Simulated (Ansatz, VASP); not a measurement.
# Si16O (a cell with a defect) in VASP and in Ansatz

```
Si O
1.0
     0.00000    5.43000    5.43000
     5.43000    0.00000    5.43000
     5.43000    5.43000    0.00000
Si O
16 1
Direct
  0.99279 0.98081 0.02785
  0.11965 0.12356 0.13423
  0.95175 0.04369 0.49948
  0.12574 0.07136 0.65424
  0.99525 0.49291 0.01334
  0.12256 0.60534 0.14711
  0.00018 0.44288 0.52018
  0.11195 0.57433 0.64793
  0.49310 0.01270 0.99917
  0.61862 0.12203 0.13845
  0.49718 0.99730 0.51332
  0.58067 0.17606 0.62606
  0.49669 0.49655 0.00774
  0.61933 0.63719 0.11861
  0.46824 0.54758 0.49215
  0.62516 0.62148 0.63276
  0.93021 0.80906 0.57512
```

Alike in both runs: functional PBE; k mesh 2 × 2 × 2; occupations fermi-dirac, width 0.05 eV; collinear spin.

Ansatz relaxed the structure, and its values are those at the end. VASP's run is a single point on that final structure, the one shown.

```csv
,VASP,Ansatz
version,VASP 6.6.1,Ansatz 0.2.0
potentials or method,"VASP PAW PBE potentials, release 64 (Si, O)","scalar-relativistic, plane waves, PAW"
plane-wave cutoff (eV),520,420
valence electrons in the cell,70,70
```

VASP gave:

```
rms of the force components (eV/Å) : 0.017
net moment per atom (μB)           : 0.00
```

Q: What did Ansatz give for the same quantities?

A: rms of the force components (eV/Å): 0.005; net moment per atom (μB): 0.00.

The functional is the same, so the differences come from potentials, cutoffs and numerics. Ansatz warned: «seeded_moment_not_kept».

Caveats: the k mesh is coarse (spacing up to 0.50 Å⁻¹), so the values aren't converged.
